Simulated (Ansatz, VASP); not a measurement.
# NiO in VASP and in Ansatz

```xyz
2
Lattice="1.4506 0.8375 2.3689 -1.4506 0.8375 2.3689 0.0000 -1.6751 2.3689" Properties=species:S:1:pos:R:3 pbc="T T T"
Ni    1.4506    0.8375    2.3689
O     0.0000    0.0000    3.5533
```

Alike in both runs: functional PBE; k mesh 14 × 14 × 14; occupations gaussian, width 0.05 eV; no spin polarisation.

Ansatz relaxed the structure, and its values are those at the end. VASP's run is a single point on that final structure, the one shown.

|  | VASP | Ansatz |
| --- | --- | --- |
| version | VASP 6.6.1 | Ansatz 0.2.0 |
| potentials or method | VASP PAW PBE potentials, release 64 (Ni, O) | scalar-relativistic, plane waves, PAW |
| plane-wave cutoff (eV) | 520 | 420 |
| valence electrons in the cell | 16 | 24 |

VASP gave:

```
gap on the k mesh at the Fermi level (eV) : none
pressure (GPa)                            : 9.4
```

Question: What did Ansatz give for the same quantities?

Answer: gap on the k mesh at the Fermi level (eV): none; pressure (GPa): 9.2.

A gap of «none» marks a metal or a gap that the smearing closes. With one functional, cell and mesh, what is left measures potentials, basis and numerics. The two sets of potentials don't hold the same shells in valence. Ansatz warned: «near_symmetry_operations_not_taken».

Caveats: the run has no spin polarisation, though such a crystal can be magnetic; semilocal functionals often make such compounds metallic where correlation or magnetic order opens a gap, which also shifts bond lengths. Spin polarisation is off, so any magnetic state and its effect on volume and gap are missing.
